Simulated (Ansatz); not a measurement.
# Ca (Fm-3m), two-dimensional strain map

All numbers below come from DFT PBE, scalar-relativistic, plane waves, PAW in Ansatz 0.2.0. Settings: plane waves to 420 eV, k-mesh 14×14×14 (Γ-centred), Gaussian smearing 0.15 eV. No spin polarisation. Energies are free energies at this smearing, counted from the undisturbed cell; pressure is positive in compression.

Reference structure (as given, not relaxed at this level; it stands at -0.6 GPa):

```
CELL_PARAMETERS angstrom
0.00000 2.79420 2.79420
2.79420 0.00000 2.79420
2.79420 2.79420 0.00000
ATOMIC_POSITIONS crystal
Ca 0.00000 0.00000 0.00000
```

The cell is strained by p along both x and y and by q along z, fractional coordinates fixed. Points are written (p, q).

Energy above the undisturbed cell in meV/atom (a dash: not computed):

| p \ q | -0.030 | -0.015 | 0.000 | 0.015 | 0.030 |
| --- | --- | --- | --- | --- | --- |
| -0.030 | 5.3 | 1.8 | -0.1 | -0.6 | 0.5 |
| -0.015 | -0.7 | -2.2 | -2.4 | -1.1 | 1.5 |
| 0.000 | -2.0 | -1.6 | 0.0 | 2.9 | 7.0 |
| 0.015 | 1.1 | 3.2 | 6.5 | 11.0 | 16.6 |
| 0.030 | 8.1 | 11.9 | 16.9 | 22.8 | 29.8 |

Pressure in GPa:

```csv
p \ q,-0.030,-0.015,0.000,0.015,0.030
-0.030,1.1,0.8,0.5,0.2,0.0
-0.015,0.5,0.2,-0.1,-0.3,-0.5
0.000,-0.1,-0.3,-0.6,-0.8,-1.0
0.015,-0.5,-0.8,-1.0,-1.2,-1.4
0.030,-1.0,-1.2,-1.4,-1.6,-1.7
```